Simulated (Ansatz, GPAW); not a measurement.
Given: the input of a run of GPAW 26.7.0 (ASE script) on Sn. 

run.py

```python
from ase import Atoms
from ase.dft.bandgap import bandgap
from ase.io import write
from ase.units import GPa
from gpaw import GPAW, PW

atoms = Atoms(['Sn', 'Sn'],
              cell=[[-2.9401404553, 2.9401404553, 1.5993019889],
                    [2.9401404553, -2.9401404553, 1.5993019889],
                    [2.9401404553, 2.9401404553, -1.5993019889]],
              scaled_positions=[[0.0, 0.0, 0.0],
                                [0.75, 0.25, 0.5]],
              pbc=True)

calc = GPAW(mode=PW(600),
            xc='PBE',
            kpts={'size': (9, 9, 9), 'gamma': True},
            occupations={'name': 'methfessel-paxton', 'order': 0, 'width': 0.017},
            nbands=24,
            convergence={'density': 1e-05, 'energy': 1e-05},
            maxiter=150,
            txt='gpaw.txt')
atoms.calc = calc
energy = atoms.get_potential_energy()
forces = atoms.get_forces()
stress = atoms.get_stress()
calc.write('gs.gpw')
write('result.traj', atoms)
print(f'Energy: {energy:.6f} eV')
print('Forces (eV/A):')
print(forces.round(4))
print('Stress (GPa):', (stress / GPa).round(3))
print('Fermi level:', round(calc.get_fermi_level(), 4), 'eV')
print(f'Gap: {bandgap(calc)[0]:.4f} eV, direct: {bandgap(calc, direct=True)[0]:.4f} eV')
```

Potentials or basis: GPAW PAW data sets (gpaw-data 1.2.1), pw.

Run with:

```console
$ OMP_NUM_THREADS=1 python run.py
```

**Question.** What does the same run look like in Ansatz 0.2.0? Potentials or basis there: all-electron LAPW, scalar-relativistic.

**Answer.** As run (cutoffs and basis follow the program's own potentials, and thresholds, step limits or extra output files can differ):

Contents of input.yaml:

```yaml
crystal:
  lattice:
    - [-2.9401404553, 2.9401404553, 1.5993019889]
    - [2.9401404553, -2.9401404553, 1.5993019889]
    - [2.9401404553, 2.9401404553, -1.5993019889]
  atoms:
    - { symbol: Sn, position: [0.0, 0.0, 0.0] }
    - { symbol: Sn, position: [0.75, 0.25, 0.5] }
kpoints:
  mp_grid: { grid: [9, 9, 9] }
scf:
  occupations: { method: gaussian, width: 0.017 }
hamiltonian:
  xc: pbe
  pseudopotentials: { kind: all_electron, lapw: { basis_error: 0.001 } }
output:
  forces: true
  stress: true
  eigenvalues: true
```

Potentials or basis: all-electron LAPW, scalar-relativistic.

Launch:

```console
$ ansatz run input.yaml --threads 1 --pin off --max-ram 3072MiB --backend cpu --events-out ev --progress --plain --runs-dir out
```

Both were run:

|  | GPAW | Ansatz |
| --- | --- | --- |
| Pressure | 1.1 GPa | 1.4 GPa |

Where Ansatz's input types no cutoff or centring, it takes its own default and a Γ-centred mesh.

Pressure is positive in compression.
